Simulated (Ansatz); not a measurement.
Take a crystal in which Ge has been replaced by C on all its sites, with the cell rescaled by a rough guess (in some cases also distorted within its space group) and nothing relaxed:

```
CELL_PARAMETERS angstrom
-1.92858 1.92858 1.04682
1.92858 -1.92858 1.04682
1.92858 1.92858 -1.04682
ATOMIC_POSITIONS crystal
C 0.25000 0.75000 0.50000
C 0.50000 0.50000 0.00000
```

All numbers below come from DFT PBE, scalar-relativistic, plane waves, PAW in Ansatz 0.2.0.

Plane waves to 420 eV, a k mesh through Γ of 22×22×22 on the computed 2-atom cell and Gaussian smearing (0.10 eV); no spin polarisation.

(1) Will this cell want to expand or contract, and how hard?

(2) Is it a metal on this mesh?

## Answers

(1) The pressure is -52.6 GPa (positive in compression), so the cell would contract.

(2) Yes, a band crosses the Fermi level.

This form isn't the element's structure at ambient conditions.